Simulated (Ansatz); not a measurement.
CoSi (P4/mmm), Ansatz, DFT, PBE, PAW with Ansatz's default frozen-core files, scalar-relativistic.

Command: `ansatz run input.yaml --threads 2 --pin off --max-ram 4096MiB --backend cpu --events-out ev --progress --plain --runs-dir out`

```yaml
crystal:
  lattice:
    - [2.6888170659, 0.0, 0.0]
    - [0.0, 2.6888170659, 0.0]
    - [0.0, 0.0, 2.97602738]
  atoms:
    - { symbol: Co, position: [0.0, 0.0, 0.0], spin: 0.4 }
    - { symbol: Si, position: [0.5, 0.5, 0.5] }
magnetization:
  spin_polarized: true
kpoints:
  mp_grid: { grid: [13, 13, 12] }
scf:
  occupations: { method: fermi_dirac, width: 0.1 }
  lower_state_search: "off"
hamiltonian:
  xc: pbe
  pseudopotentials: { kind: paw }
output:
  eigenvalues: false
  eigenstates:
    nscf_kmesh: { grid: [13, 13, 12] }
    top_band: c3
    magnetocrystalline_anisotropy: {}
```

Output:

```
settings of this run that can trade accuracy for cost: output.eigenvalues: false. Do not mix this run's numbers with those of runs without the same settings; the input reference describes each key
Engine: ansatz 0.2.0
Pseudopotentials: kind: paw
Pseudopotential: Co, paw, valence charge 17, recommended cutoff 420 eV (normal), Co.paw.azcp
Pseudopotential: Si, paw, valence charge 4, recommended cutoff 420 eV (normal), Si.paw.azcp
Functional definition: PBE
  parameter kappa = 0.804
  parameter beta = 0.06672455060314922
  exchange = pbe_x(kappa = kappa, mu = beta*pi^2/3)
  correlation = pbe_c(beta = beta)
Crystal: 2 atoms, lattice volume = 21.516 Å³
Basis set: ecut = 420 eV, 405 PW (Γ)
Bands: 15, of which v1, the nominal top of the filled ones, is band 11 counted from 1 (10 counted from 0)
Symmetry: 16 space group operations
Space group: P4/mmm (ITA 123), of the structure as read, at distance tolerance 2.8e-5 Å
Magnetic group: BNS 123.339 (UNI 999), of the structure as read, at distance tolerance 2.8e-5 Å
k-points: 196 of 2028
Non-local potential: Co, projectors of the file, l = 0: 3, l = 1: 2, l = 2: 3, l = 3: 1
Non-local potential: Si, projectors of the file, l = 0: 2, l = 1: 2, l = 2: 2
PAW form: soft (Blöchl's): semilocal exchange-correlation on the pseudo side does not see the compensation charge
PAW one-centre angular grid: Co, 590 points (default); XC on 64 Gauss nodes
PAW one-centre angular grid: Si, 110 points (default); XC on 64 Gauss nodes
Initial density: superposition of atomic densities (chi_scale 0.1, normalization cell)
Starting moments: Σ|m| = 0.4 μB on 1 of 2 sites
Initial wavefunctions: pseudopotential atomic-orbital guess
Functional: x = pbe(κ = 0.804, μ = 0.2195149727645171), c = pbe(β = 0.06672455060314922)
SCF iter   1: F=—  HF=-5763.242792 eV  |F-HF|=—  |Δ(HF+E_count)|=         —  Δρ=6.67e-2 (↑4.33e-2 ↓6.67e-2)  dr2=2.74e0  dr2_m=3.74e-2  M=0.207 μB ∫|m|=0.229 μB  β_m=0.30  ethr=3.10e-3  ⟨swp⟩=4.2  Hψ=27266  notcnv=0
preconditioner: auto → none  [metal: Δε(μ)=0.005 eV  Ē_g=9.752 eV  σ=0.100 eV  W_gap=0.01  n_scr=6 (ndim 8)  ℏωp=28.9 eV  f_vac=0.000  D(μ)=1.30/eV (n_scr^D=14)  sad-step TF]
SCF iter   2: F=—  HF=-5762.955924 eV  |F-HF|=—  |Δ(HF+E_count)|=   2.87e-1  Δρ=3.08e-2 (↑3.08e-2 ↓2.68e-2)  dr2=3.72e-1  dr2_m=7.92e-3  M=0.249 μB ∫|m|=0.274 μB  β_m=0.30  ethr=3.10e-3  ⟨swp⟩=2.1  Hψ=12316  notcnv=0
SCF iter   3: F=—  HF=-5762.832964 eV  |F-HF|=—  |Δ(HF+E_count)|=   1.23e-1  Δρ=1.30e-2 (↑1.15e-2 ↓1.30e-2)  dr2=1.27e-1  dr2_m=3.77e-3  M=0.253 μB ∫|m|=0.276 μB  β_m=0.30  ethr=1.77e-3  ⟨swp⟩=3.0  Hψ=11039  notcnv=0
[...]
SCF iter  22: F=—  HF=-5762.786265 eV  |F-HF|=—  |Δ(HF+E_count)|=   3.14e-6  Δρ=3.89e-5 (↑3.55e-5 ↓3.89e-5)  dr2=1.25e-7  dr2_m=2.24e-7  M=0.421 μB ∫|m|=0.467 μB  β_m=0.86  ethr=1.95e-9  ⟨swp⟩=2.0  Hψ=10187  notcnv=0
iter 23 did not close the SCF: its close was put off for a magnetic moment that had not settled (scf_convergence_deferred on its scf_iter line)
SCF iter  23: F=-5762.786266 eV  HF=-5762.786266 eV  |F-HF|=1.41e-9  |Δ(HF+E_count)|=   1.27e-7  Δρ=6.07e-6 (↑5.01e-6 ↓6.07e-6)  dr2=4.35e-10  dr2_m=5.95e-9  M=0.421 μB ∫|m|=0.467 μB  β_m=0.85  ethr=4.76e-10  ⟨swp⟩=3.6  Hψ=17896  notcnv=0
SCF iter  24: F=-5762.786266 eV  HF=-5762.786266 eV  |F-HF|=7.91e-11  |Δ(HF+E_count)|=   2.18e-9  Δρ=1.71e-6 (↑1.22e-6 ↓1.71e-6)  dr2=3.22e-11  dr2_m=4.14e-10  M=0.421 μB ∫|m|=0.467 μB  ethr=2.07e-12  ⟨swp⟩=1.0  Hψ=17659  notcnv=0
SCF 1 converged in 24 iterations: F = -5762.786266 eV  dr2 = 3.22e-11
  greatest PAW one-centre occupation: 1.001 electrons in one spin orbital (limit 2), on the Co atom at site 0 (counted from 0), in its partial waves of l = 1
NSCF: frozen V_eff on 196 k-points
Magnetocrystalline anisotropy: 0 of 196 k-points coupled
SCF converged after 24 iterations
Magnetization: 0.4207 μB (10.7104 up, 10.2896 down)
Absolute magnetization: 0.4670 μB (∫|ρ↑−ρ↓|, with the PAW one-centre terms)
Spin contamination: 0.0101 ħ² per cell (⟨S²⟩ above its minimum at these occupations)
Per-site moments (μB) at R_I (Å): [(0.4377249528100882, 0.9959165923117036), (0.0007697364553613627, 0.9959165923117036)]
Free energy (F): -5762.786266 eV
Harris-Foulkes:  -5762.786266 eV  (|F-HF|=7.91e-11)
Internal energy: -5762.748997 eV  (E = F + TS)
E sigma→0 (E₀):  -5762.767631 eV
Entropy (-TS):   -0.037269 eV (-18.634 meV/atom)
Fermi energy:    17.378385 eV
--- Per-component energies (eV) ---
  E_band       = -229.241083
  E_kinetic    = 503.053166
  E_local      = -3501.372916  (includes V_loc(G=0)·N_el)
  E_nonlocal   = 481.197278
  E_hartree    = 1520.133741
  E_xc         = -217.220712
  E_vxc        = -256.162189  (∫ρ·V_xc dr)
  E_paw        = -2030.585050  (= ΣΔE_a)
  E_vpaw       = -496.224257  (= ΣTr[D̂ρ^β])
  E_aug_tail   = 0.000085  (compensation charges beyond the density's cutoff)
  E_ewald      = -2517.954589
  E_smearing   = -0.037269  (= −TS)
  E_closure    = 0.000000  (closes the sum)
  Σ components = -5762.786266   (vs F -5762.786266, Δ=0.00e0)
--- Band table (eV; the first three rows and the last of 392) ---
  k-point 0 ↑: bands = ["-78.0123", "-41.3278", "-41.3278", "-41.2437", "3.1532", "13.3179", "13.3843", "15.8686", "15.8686", "16.2030", "18.2288", "21.6311", "21.6311", "24.2287", "25.0181"]
  k-point 1 ↑: bands = ["-78.0123", "-41.3277", "-41.3277", "-41.2456", "3.2684", "13.1684", "13.4161", "15.7939", "15.7939", "16.2083", "17.7389", "21.8171", "21.8171", "24.9612", "24.9698"]
  k-point 2 ↑: bands = ["-78.0120", "-41.3274", "-41.3274", "-41.2508", "3.6105", "12.6291", "13.5048", "15.6045", "15.6045", "16.2229", "16.9173", "22.3406", "22.3406", "24.8016", "26.5124"]
  k-point 195 ↓: bands = ["-77.4696", "-40.8451", "-40.8451", "-40.8196", "11.3835", "11.6156", "11.7637", "16.0486", "17.0117", "17.2945", "18.2502", "18.5385", "19.1734", "20.7357", "21.1169"]
settings of this run that can trade accuracy for cost: output.eigenvalues: false. Do not mix this run's numbers with those of runs without the same settings; the input reference describes each key
Error: eigenstates: no magnetocrystalline anisotropy is made: the bands end 3.1 eV over the Fermi level, and the spin–orbit coupling is known for bands that end 20 eV over it or higher: raise output.eigenstates.top_band. The table stands
```

What is wrong with this input?

Too few bands are carried for what is asked.
